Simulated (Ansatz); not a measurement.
# Relaxing SnO₂

Theory: DFT PBE, scalar-relativistic, plane waves, PAW in Ansatz 0.2.0. Settings: 420 eV cutoff, 6×6×8 k-mesh, Gaussian smearing of 0.02 eV, no spin polarisation.

What was changed: relaxed at 2 GPa.

Command:

```bash
ansatz run input.yaml --threads 1 --pin off --max-ram 2560MiB --backend cpu --events-out ev --progress --plain --runs-dir out
```

Input:

```yaml
crystal:
  lattice:
    - [4.7957068103, 0.0, 0.0]
    - [0.0, 4.797544954, 0.0]
    - [0.0, 0.0, 3.2174953564]
  atoms:
    - { symbol: Sn, position: [0.5, 0.5, 0.5] }
    - { symbol: Sn, position: [0.0, 0.0, 0.0] }
    - { symbol: O, position: [0.3064962479, 0.3066616288, 0.0] }
    - { symbol: O, position: [0.8064962479, 0.1933383712, 0.5] }
    - { symbol: O, position: [0.1935037521, 0.8066616288, 0.5] }
    - { symbol: O, position: [0.6935037521, 0.6933383712, 0.0] }
basis:
  ecutwfc: 420
kpoints:
  mp_grid: { grid: [6, 6, 8] }
hamiltonian:
  xc: pbe
scf:
  occupations: { method: gaussian, width: 0.02 }
output:
  forces: true
  stress: true
  eigenvalues: true
relax:
  adjacent_minimum: "off"
  f_tol: 0.008
  max_steps: 50
  cell: { stress_tol: 0.08, p_target: 2.0 }
```

F is the free energy. Steps run on the plane waves of an earlier cell, but the last one, and at times one on the way, on a freshly chosen basis, so a repeated geometry can differ a little in energy. The relaxation lowers the enthalpy F + PV at the target pressure, so F itself can rise.

Steps:

```
step F − F(1) (eV) largest force component (eV/Å) V (Å³/atom) P (GPa)
   1         0.0000                           0.049       12.338     3.66
   2        -0.0077                           0.022       12.434     1.99
   3        -0.0078                           0.005       12.434     1.96
   4        -0.0076                           0.000       12.430     1.99
   5        -0.0104                           0.000       12.430     2.04
```

Relaxed structure:

```xyz
6
Lattice="4.8038 0.0000 0.0000 0.0000 4.8042 0.0000 0.0000 0.0000 3.2316" Properties=species:S:1:pos:R:3 pbc="T T T"
Sn    2.4019    2.4021    1.6158
Sn    0.0000    0.0000    0.0000
O     1.4713    1.4720    0.0000
O     3.8732    0.9302    1.6158
O     0.9306    3.8741    1.6158
O     3.3325    3.3323    0.0000
```

It takes space group P4_2/mnm (No. 136, tetragonal). The conventional cell has a = 4.804 Å, b = 4.804 Å, c = 3.232 Å, α = 90.00°, β = 90.00°, γ = 90.00°. Sn (site symmetry mmm) is surrounded by 6 O at 2.08 Å. Around O (site symmetry m2m) lie 3 Sn at 2.08 Å.

The run converged. The run took 53 s on 1 thread of Arm Neoverse V1 (shared host), peak memory 0.43 GiB.